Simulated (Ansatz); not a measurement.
## Calculated ³⁵Cl nuclear quadrupole resonance for AgCl

Cell: an entry of the Crystallography Open Database (COD) (listed for 8.6 GPa), atoms as given.

```cif
data_structure
_symmetry_space_group_name_H-M 'P 1'
_symmetry_Int_Tables_number 1
_cell_length_a 3.5300
_cell_length_b 4.0110
_cell_length_c 5.2430
_cell_angle_alpha 90.000
_cell_angle_beta 100.690
_cell_angle_gamma 90.000
_cell_volume 72.95
loop_
_atom_site_label
_atom_site_type_symbol
_atom_site_fract_x
_atom_site_fract_y
_atom_site_fract_z
_atom_site_occupancy
Ag1 Ag 0.15700 0.25000 0.21000 1
Ag2 Ag 0.84300 0.75000 0.79000 1
Cl3 Cl 0.30800 0.25000 0.70500 1
Cl4 Cl 0.69200 0.75000 0.29500 1
```

Atom numbers follow the list; atoms alike are taken as one site, whose name carries the number of the first.

Method: Kohn–Sham DFT in Ansatz, PBE, plane waves and PAW, scalar-relativistic, 420 eV cutoff, Γ-centred 10×8×7 k-points, Fermi–Dirac smearing 0.01 eV.

³⁵Cl: I = 3/2, Q = -81.12 mb (year-2017 value). Static lattice, zero field.

(1) Predict the zero-field ³⁵Cl lines of each site.

(2) And for 37Cl (I = 3/2, Q = -63.93 mb) on Cl?

## Answers

(1) For I = 3/2 there is one line, ν = (|C_Q|/2)(1 + η²/3)^½.

```
site  atoms  V_zz (10²¹ V/m²)  C_Q (MHz)     η  line frequencies (MHz)
  Cl   3, 4             -4.19       8.21  0.54                    4.30
```

(2) C_Q scales with Q to 6.47 MHz, with lines at 3.39 MHz.

At this cell the PBE pressure is 10 GPa, so with PBE the cell would grow if it were relaxed. The largest force is 0.9 eV/Å, so the atoms aren't at the calculated equilibrium and relaxing them would move these values. Without spin–orbit coupling (the program notes it for Ag) the gradients can shift somewhat, as the gap is small.

Hardware: 1 thread of Arm Neoverse V2 (aarch64; 8 cores open to the job, memory cap 3.0 GiB, no GPU), a shared host with a load of 0.2 a core. Wall time 18 s, CPU time 19 s, peak memory 0.55 GiB.
